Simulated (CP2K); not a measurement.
# MoS2 in CP2K: reference runs

Aim: a first look at MoS2 with PBE, on the cell as given and on a disturbed one.

All numbers are computed with CP2K 2026.2; they aren't measurements. Logs are shortened: lines on timing, memory, paths and dates and some standing lists are left out, and cuts for length are marked.

## 1. The slab as given

The cell holds a slab with vacuum, 9 atoms: a = 3.184 Å, b = 3.184 Å, c = 28.387 Å, α = 90.00°, β = 90.00°, γ = 120.00°.

## 2. Single point, PBE

Input file mos2_scf.inp:

```
&GLOBAL
  PROJECT mos2_scf
  RUN_TYPE ENERGY_FORCE
  PRINT_LEVEL LOW
&END GLOBAL
&FORCE_EVAL
  METHOD QS
  STRESS_TENSOR ANALYTICAL
  &DFT
    BASIS_SET_FILE_NAME BASIS_MOLOPT_UZH
    POTENTIAL_FILE_NAME POTENTIAL_UZH
    &MGRID
      CUTOFF 450
      REL_CUTOFF 60
      NGRIDS 4
    &END MGRID
    &QS
      METHOD GPW
      EPS_DEFAULT 1.0E-10
    &END QS
    &KPOINTS
      SCHEME MONKHORST-PACK 10 10 1
      GAMMA_CENTERED T
      SYMMETRY T
      SYMMETRY_BACKEND SPGLIB
    &END KPOINTS
    &SCF
      SCF_GUESS ATOMIC
      EPS_SCF 1.0E-6
      MAX_SCF 100
      ADDED_MOS 33
      CHOLESKY OFF
      EPS_EIGVAL 1.0E-7
      &DIAGONALIZATION ON
        ALGORITHM STANDARD
      &END DIAGONALIZATION
      &MIXING ON
        METHOD BROYDEN_MIXING
        ALPHA 0.4
        BETA 1.5
        NBUFFER 8
      &END MIXING
      &SMEAR ON
        METHOD FERMI_DIRAC
        ELECTRONIC_TEMPERATURE 580.23
      &END SMEAR
    &END SCF
    &XC
      &XC_FUNCTIONAL PBE
      &END XC_FUNCTIONAL
    &END XC
    &PRINT
      &KPOINTS ON
      &END KPOINTS
      &MULLIKEN ON
      &END MULLIKEN
      &MO ON
        ENERGIES T
        OCCUPATION_NUMBERS T
        &EACH
          QS_SCF 0
        &END EACH
        ADD_LAST NUMERIC
      &END MO
      &LOWDIN ON
      &END LOWDIN
      &HIRSHFELD ON
        SHAPE_FUNCTION DENSITY
      &END HIRSHFELD
    &END PRINT
  &END DFT
  &SUBSYS
    &CELL
      ABC 3.1840155185 3.1840155184 28.3873198000
      ALPHA_BETA_GAMMA 90.0000000000 90.0000000000 119.9999999998
      PERIODIC XYZ
    &END CELL
    &COORD
      SCALED
      Mo  0.3333333333 0.6666666667 0.2281647700
      Mo  0.3333333333 0.6666666667 0.7718352300
      Mo  0.6666666667 0.3333333333 0.0000000000
      S   0.6666666667 0.3333333333 0.1734930900
      S   0.6666666667 0.3333333333 0.7171875100
      S   0.3333333333 0.6666666667 0.9453341200
      S   0.6666666667 0.3333333333 0.2828124900
      S   0.6666666667 0.3333333333 0.8265069100
      S   0.3333333333 0.6666666667 0.0546658800
    &END COORD
    &KIND Mo
      BASIS_SET TZVP-MOLOPT-PBE-GTH-q14
      POTENTIAL GTH-PBE-q14
    &END KIND
    &KIND S
      BASIS_SET TZVP-MOLOPT-PBE-GTH-q6
      POTENTIAL GTH-PBE-q6
    &END KIND
    &PRINT
      &ATOMIC_COORDINATES ON
      &END ATOMIC_COORDINATES
      &CELL ON
      &END CELL
    &END PRINT
  &END SUBSYS
  &PRINT
    &FORCES ON
    &END FORCES
    &STRESS_TENSOR ON
    &END STRESS_TENSOR
  &END PRINT
&END FORCE_EVAL
```

Potentials or basis: POTENTIAL_UZH Mo GTH-PBE-q14, S GTH-PBE-q6; TZVP-MOLOPT-PBE-GTH basis.

Command:

```bash
> OMP_NUM_THREADS=1 mpirun -n 3 cp2k.psmp -i mos2_scf.inp -o mos2_scf.out
```

mos2_scf.out:

```text

 CP2K| version string:                                       CP2K version 2026.2
 CP2K| Input file name                                              mos2_scf.inp

 GLOBAL| Force Environment number                                              1
 GLOBAL| Basis set file name                                    BASIS_MOLOPT_UZH
 GLOBAL| Potential file name                                       POTENTIAL_UZH
 GLOBAL| MM Potential file name                                     MM_POTENTIAL
 GLOBAL| Coordinate file name                                      __STD_INPUT__
 GLOBAL| Method name                                                        CP2K
 GLOBAL| Project name                                                   mos2_scf
 GLOBAL| Run type                                                   ENERGY_FORCE
 GLOBAL| FFT library                                                       FFTW3
[... 6 lines left out ...]
 GLOBAL| Total number of message passing processes                             3
 GLOBAL| Number of threads for this process                                    1
 GLOBAL| CPU model name                          Intel(R) Xeon(R) Platinum 8488C

 CELL| Volume [angstrom^3]:                                           249.232902
 CELL| Vector a [angstrom]:       3.184     0.000     0.000   |a| =     3.184016
 CELL| Vector b [angstrom]:      -1.592     2.757     0.000   |b| =     3.184016
 CELL| Vector c [angstrom]:       0.000     0.000    28.387   |c| =    28.387320
 CELL| Angle (b,c), alpha [degree]:                                    90.000000
 CELL| Angle (a,c), beta  [degree]:                                    90.000000
 CELL| Angle (a,b), gamma [degree]:                                   120.000000
 CELL| Numerically orthorhombic:                                              NO
 CELL| Periodicity                                                           XYZ

 CELL_REF| Volume [angstrom^3]:                                       249.232902
 CELL_REF| Vector a [angstrom     3.184     0.000     0.000   |a| =     3.184016
 CELL_REF| Vector b [angstrom    -1.592     2.757     0.000   |b| =     3.184016
 CELL_REF| Vector c [angstrom     0.000     0.000    28.387   |c| =    28.387320
 CELL_REF| Angle (b,c), alpha [degree]:                                90.000000
 CELL_REF| Angle (a,c), beta  [degree]:                                90.000000
 CELL_REF| Angle (a,b), gamma [degree]:                               120.000000
 CELL_REF| Numerically orthorhombic:                                          NO
 CELL_REF| Periodicity                                                       XYZ

[... 9 lines left out ...]

  Total number of            - Atomic kinds:                                   2
                             - Atoms:                                          9
                             - Shell sets:                                     9
                             - Shells:                                        75
                             - Primitive Cartesian functions:                 42
                             - Cartesian basis functions:                    231
                             - Spherical basis functions:                    207

[... 1228 lines left out ...]

 #  Atom  Element  Kind  Atomic population                           Net charge
       1     Mo       1         14.270013                             -0.270013
       2     Mo       1         14.270013                             -0.270013
       3     Mo       1         14.311735                             -0.311735
       4     S        2          5.843646                              0.156354
       5     S        2          5.886436                              0.113564
       6     S        2          5.844037                              0.155963
       7     S        2          5.886436                              0.113564
       8     S        2          5.843647                              0.156353
       9     S        2          5.844037                              0.155963
 # Total charge                             78.000000                  0.000000

 !-----------------------------------------------------------------------------!

 !-----------------------------------------------------------------------------!
                           Hirshfeld Charges

  #Atom  Element  Kind  Ref Charge     Population                    Net charge
      1       Mo     1      14.000         13.764                         0.236
      2       Mo     1      14.000         13.764                         0.236
      3       Mo     1      14.000         13.765                         0.235
      4       S      2       6.000          6.118                        -0.118
      5       S      2       6.000          6.118                        -0.118
      6       S      2       6.000          6.118                        -0.118
      7       S      2       6.000          6.118                        -0.118
      8       S      2       6.000          6.118                        -0.118
      9       S      2       6.000          6.118                        -0.118

  Total Charge                                                            0.000
 !-----------------------------------------------------------------------------!

 LOWDIN POPULATION ANALYSIS

 #  Atom  Element  Kind  Atomic population                           Net charge
       1     Mo       1         15.749710                             -1.749710
       2     Mo       1         15.749710                             -1.749710
       3     Mo       1         15.762700                             -1.762700
       4     S        2          5.119969                              0.880031
       5     S        2          5.130387                              0.869613
       6     S        2          5.118584                              0.881416
       7     S        2          5.130387                              0.869613
       8     S        2          5.119969                              0.880031
       9     S        2          5.118584                              0.881416
 # Total charge                             78.000000                 -0.000000

 ENERGY| Total FORCE_EVAL ( QS ) energy [hartree]           -265.030217920179268

 FORCES| Atomic forces [hartree/bohr]
 FORCES|   Atom     x               y               z               |f|
 FORCES|      1 -4.73102018E-10  2.05488189E-08 -1.42916608E-04   1.42916610E-04
 FORCES|      2 -6.19724254E-10  1.99561420E-08  1.42899199E-04   1.42899200E-04
 FORCES|      3  3.21123442E-10 -2.17347520E-08 -5.83968842E-09   2.25078770E-08
 FORCES|      4  2.56549066E-10 -1.30373346E-08 -7.11458471E-03   7.11458471E-03
 FORCES|      5  9.77552364E-10 -6.57658377E-09 -7.94746057E-03   7.94746057E-03
 FORCES|      6 -5.26904852E-10  1.37312016E-08 -7.13115782E-03   7.13115782E-03
 FORCES|      7  2.24145231E-09 -1.71967011E-08  7.94747282E-03   7.94747282E-03
 FORCES|      8  1.64574881E-09 -2.30360965E-08  7.11459002E-03   7.11459002E-03
 FORCES|      9 -1.87916425E-09  2.62076691E-08  7.13116358E-03   7.13116358E-03
 FORCES| Sum     1.94353063E-09 -1.13763627E-09  9.11191400E-11
 FORCES| Total atomic force                                       2.25384788E-09

 STRESS| Analytical stress tensor [bar]
 STRESS|                        x                   y                   z
 STRESS|      x        1.43311137258E+04   3.65195299779E-02   5.85306595766E-04
 STRESS|      y        3.65195299779E-02   1.43309478057E+04  -5.19494470633E-03
 STRESS|      z        5.85306595766E-04  -5.19494470633E-03   2.57208993630E+04
 STRESS| 1/3 Trace                                             1.81276536315E+04
 STRESS| Determinant                                           5.28251825860E+12

 STRESS| Eigenvectors and eigenvalues of the analytical stress tensor [bar]
 STRESS|                        1                   2                   3
 STRESS| Eigenvalues   1.43309401233E+04   1.43311214081E+04   2.57208993630E+04
 STRESS|      x          -0.205857457586      0.978581987958      0.000000051387
 STRESS|      y           0.978581987958      0.205857457586     -0.000000456099
 STRESS|      z           0.000000456908      0.000000043605      1.000000000000
```

Wall time 65 s (3 MPI ranks of Intel Xeon Platinum 8488C (Sapphire Rapids), shared host).

What came out:

* Free energy: -7211.8390 eV
* Largest force: 0.409 eV/Å
* Band gap on the k mesh: 1.31 eV, indirect (least direct gap 1.90 eV)
* Mulliken charges: Mo -0.27, -0.31; S +0.16, +0.11 e
* Hirshfeld charges: Mo +0.24, +0.23; S -0.12 e

Forces in eV/Å, atoms in the order of the input:
```
Mo   0.000  0.000 -0.007
Mo   0.000  0.000  0.007
Mo   0.000  0.000  0.000
S    0.000  0.000 -0.366
S    0.000  0.000 -0.409
S    0.000  0.000 -0.367
S    0.000  0.000  0.409
S    0.000  0.000  0.366
S    0.000  0.000  0.367
```

Levels at points of the mesh, in eV from the valence-band top:
| k point | band 35 | band 36 | band 37 | band 38 | band 39 | band 40 | band 41 | band 42 | band 43 | band 44 |
| --- | --- | --- | --- | --- | --- | --- | --- | --- | --- | --- |
| (0.00, 0.00, 0.00) | -2.05 | -1.65 | -0.63 | -0.27 | 0.00 | 2.30 | 2.30 | 2.30 | 2.30 | 2.31 |
| (0.00, 0.50, 0.00) | -1.49 | -1.46 | -1.12 | -1.09 | -1.07 | 1.77 | 1.78 | 1.79 | 2.25 | 2.31 |

Caveat: Mulliken charges move with the basis; the basis of atomic orbitals isn't converged, which shifts pressures, moduli and gaps. Expect the measured gap to be larger: semilocal functionals such as PBE lack the derivative discontinuity.

## 3. Single point, PBE (atoms moved at random, drawn with an rms of 0.05 Å)

Edit mos2_scf.inp of step 2 so:

```diff
@@ -14,3 +14,3 @@
       REL_CUTOFF 60
-      NGRIDS 4
+      NGRIDS 5
     &END MGRID
@@ -44,3 +44,3 @@
         METHOD FERMI_DIRAC
-        ELECTRONIC_TEMPERATURE 580.23
+        ELECTRONIC_TEMPERATURE [K] 580.226
       &END SMEAR
@@ -48,3 +48,7 @@
     &XC
-      &XC_FUNCTIONAL PBE
+      &XC_FUNCTIONAL
+        &GGA_X_PBE
+        &END GGA_X_PBE
+        &GGA_C_PBE
+        &END GGA_C_PBE
       &END XC_FUNCTIONAL
@@ -69,2 +73,11 @@
       &END HIRSHFELD
+      &E_DENSITY_CUBE ON
+        STRIDE 1
+      &END E_DENSITY_CUBE
+      &V_HARTREE_CUBE ON
+        STRIDE 1
+      &END V_HARTREE_CUBE
+      &ELF_CUBE ON
+        STRIDE 1
+      &END ELF_CUBE
     &END PRINT
@@ -73,4 +86,5 @@
     &CELL
-      ABC 3.1840155185 3.1840155184 28.3873198000
-      ALPHA_BETA_GAMMA 90.0000000000 90.0000000000 119.9999999998
+      A 3.1840155185 0.0000000000 0.0000000000
+      B -1.5920077592 2.7574383250 0.0000000000
+      C 0.0000000000 0.0000000000 28.3873198000
       PERIODIC XYZ
@@ -79,11 +93,11 @@
       SCALED
-      Mo  0.3333333333 0.6666666667 0.2281647700
-      Mo  0.3333333333 0.6666666667 0.7718352300
-      Mo  0.6666666667 0.3333333333 0.0000000000
-      S   0.6666666667 0.3333333333 0.1734930900
-      S   0.6666666667 0.3333333333 0.7171875100
-      S   0.3333333333 0.6666666667 0.9453341200
-      S   0.6666666667 0.3333333333 0.2828124900
-      S   0.6666666667 0.3333333333 0.8265069100
-      S   0.3333333333 0.6666666667 0.0546658800
+      Mo  0.3449470000 0.6646980000 0.2286530000
+      Mo  0.3282070000 0.6817700000 0.7723530000
+      Mo  0.6658680000 0.3319590000 0.0016810000
+      S   0.6710360000 0.3426620000 0.1738930000
+      S   0.6713100000 0.3406660000 0.7165420000
+      S   0.3361460000 0.6737070000 0.9449390000
+      S   0.6533420000 0.3245620000 0.2825100000
+      S   0.6776040000 0.3365640000 0.8278660000
+      S   0.3431790000 0.6738580000 0.0526010000
     &END COORD
@@ -102,2 +116,4 @@
       &END CELL
+      &SYMMETRY ON
+      &END SYMMETRY
     &END PRINT
```

Potentials or basis: POTENTIAL_UZH Mo GTH-PBE-q14, S GTH-PBE-q6; TZVP-MOLOPT-PBE-GTH basis.

Command:

```bash
> OMP_NUM_THREADS=1 mpirun -n 3 cp2k.psmp -i mos2_scf.inp -o mos2_scf.out
```

Wall time 100 s (3 MPI ranks of Intel Xeon Platinum 8488C (Sapphire Rapids), shared host).

It converged, with:

```
Free energy            : -7211.6041 eV
Largest force          : 2.748 eV/Å
Band gap on the k mesh : 1.06 eV, indirect (least direct gap 1.74 eV)
Mulliken charges       : Mo -0.27, -0.25, -0.33; S +0.15, +0.11, +0.14, +0.12, +0.18 e
Hirshfeld charges      : Mo +0.24, +0.23; S -0.12, -0.11, -0.13 e
```

Forces in eV/Å, atoms in the order of the input:
```
Mo  -1.150  0.123 -0.430
Mo   1.080 -0.511 -0.162
Mo   0.239  0.513 -2.689
S    0.446 -0.287 -0.411
S   -0.429  0.212  0.171
S    0.005 -0.209  0.374
S    0.705  0.163  0.867
S   -0.651  0.298 -0.051
S   -0.244 -0.303  2.329
```

Stress tensor (GPa, compression positive):
```
 1.57 -0.13 -0.21
-0.13  2.00  0.47
-0.21  0.47  3.10
```

Levels at points of the mesh, in eV from the valence-band top:
| k point | band 36 | band 37 | band 38 | band 39 | band 40 | band 41 | band 42 | band 43 |
| --- | --- | --- | --- | --- | --- | --- | --- | --- |
| (0.00, 0.00, 0.00) | -1.76 | -0.69 | -0.44 | 0.00 | 1.81 | 1.91 | 1.95 | 2.06 |
| (0.00, 0.50, 0.00) | -1.64 | -1.26 | -1.17 | -1.04 | 1.56 | 1.62 | 1.72 | 2.08 |
| (0.50, 0.00, 0.00) | -1.62 | -1.20 | -1.15 | -1.01 | 1.60 | 1.62 | 1.76 | 2.09 |
| (0.50, 0.50, 0.00) | -1.56 | -1.23 | -1.18 | -1.14 | 1.59 | 1.67 | 1.69 | 2.09 |

Caveat: Mulliken charges move with the basis; the basis of atomic orbitals isn't converged, which shifts pressures, moduli and gaps.
